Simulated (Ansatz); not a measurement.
**WS₂ (P-6m2), symmetry broken, then relaxed**

All numbers below come from DFT LDA, scalar-relativistic, plane waves, PAW in Ansatz 0.2.0. The runs took a 420 eV cutoff, a Γ-centred 12×12×1 mesh and Gaussian smearing (0.05 eV). Spin–orbit coupling is left out, which can shift energies with elements as heavy as these. No spin polarisation. Energies are free energies at this smearing, counted from the undisturbed cell; pressure is positive in compression.

The undisturbed cell (relaxed at this level; this form isn't the usual structure):

```yaml
crystal:
  lattice:
    - [3.12548, 0.00000, 0.00000]
    - [-1.56274, 2.70675, 0.00000]
    - [0.00000, 0.00000, 33.90622]
  atoms:
    - { symbol: W, position: [0.33333, 0.66667, 0.00000] }
    - { symbol: W, position: [0.33333, 0.66667, 0.50000] }
    - { symbol: S, position: [0.66667, 0.33333, 0.45397] }
    - { symbol: S, position: [0.66667, 0.33333, 0.95397] }
    - { symbol: S, position: [0.66667, 0.33333, 0.04603] }
    - { symbol: S, position: [0.66667, 0.33333, 0.54603] }
```

The cell holds layers and no dispersion correction was added, so their binding is poorly described.

The atoms are displaced (Å, in the unstrained cell):

```
atom ux uy uz
  W1  -0.267   0.030   0.481
  W2   0.267  -0.030  -0.481
  S3  -0.512   0.213  -0.035
  S4   0.512  -0.213   0.035
  S5   0.155  -0.043  -0.103
  S6  -0.155   0.043   0.103
```

Cell and atoms are then relaxed.

Q: Does the relaxation return to the undisturbed structure?

A: No. It ends 0.0 meV/atom below it, nearly level but in another symmetry or volume. The disturbance itself cost 4288.8 meV/atom. The final space group reads P1 (tolerance 0.05 Å) and the volume changes by 5.17 %.

Final structure:

```
W S
1.0
     3.12278    0.00111   -0.13353
    -1.56043    2.70547    0.11840
    -1.44858    0.64683   35.77337
W S
2 4
Cartesian
  0.1281 1.7317 0.1728
  -0.8510 2.1997 17.7828
  0.6434 1.3281 16.1399
  0.1738 1.5069 34.3032
  1.7558 0.8004 1.6477
  0.7767 1.2685 19.2577
```

The relaxation, step by step (energy from the first step; small jumps at an unchanged geometry come where the plane waves are selected anew for the new cell):

```csv
step,ΔE (meV/atom),largest force component (eV/Å),pressure (GPa)
1,0.0,53.082,28.09
2,-2870.6,12.669,7.39
3,-3587.4,7.612,2.41
4,-4084.0,3.823,0.33
5,-4230.8,2.235,0.31
6,-4245.3,1.799,0.61
7,-4288.3,0.066,-0.12
8,-4288.5,0.003,-0.01
9,-4288.9,0.003,-0.01
```

Cost: 3 runs of about 5.9 core-minutes in all, on Intel Xeon 6975P-C (Granite Rapids) (shared hosts).